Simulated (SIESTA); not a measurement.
Runs of SIESTA 5.4.2 on ZrB2. The structure is hexagonal, space group P6/mmm (No. 191). Conventional cell: a = 3.170 Å, b = 3.170 Å, c = 3.533 Å, α = 90.00°, β = 90.00°, γ = 120.00°. Around Zr (site symmetry 6/mmm) lie 12 B at 2.54 Å. B (site symmetry -6m2) is surrounded by 3 B at 1.83 Å. 

| potentials or basis | gap on the mesh (eV) | pressure (GPa) |
| --- | --- | --- |
| PseudoDojo 0.4 standard (PBE files), DZ (energy shift 0.003 Ry; two zetas on semicore shells) | none | 2.5 |
| PseudoDojo 0.4 standard (PBE files), DZDP (energy shift 0.003 Ry; two zetas on semicore shells) | none | 1.6 |
| PseudoDojo 0.4 standard (PBE files), TZP (energy shift 0.003 Ry; two zetas on semicore shells) | none | (b) |
| PseudoDojo 0.4 standard (PBE files), TZDP (energy shift 0.003 Ry; two zetas on semicore shells) | none | 1.6 |
| PseudoDojo 0.4 standard (PBE files), SZ (energy shift 0.003 Ry) | none | 12.4 |
| PseudoDojo 0.4 standard (PBE files), SZP (energy shift 0.003 Ry) | none | (a) |
| PseudoDojo 0.4 standard (PBE files), DZP (energy shift 0.003 Ry; two zetas on semicore shells) | none | 1.7 |

Alike in all rows: task band structure; level PBE; no spin polarisation; cell as given; k mesh 7 × 7 × 6; smearing fermi-dirac 0.05 eV; grid cutoff 800 Ry; energy shift 0.003 Ry.

Question: Fill in the values left out.

Answer: (a) 6.0; (b) 1.3.

Caveats: the basis of atomic orbitals isn't converged, which shifts pressures, moduli and gaps; the basis has no polarisation orbitals (some runs).

A k mesh can miss the band edges, and the runs leave out spin-orbit coupling on Zr.

A gap of «none» marks a metal or a gap under the smearing width.
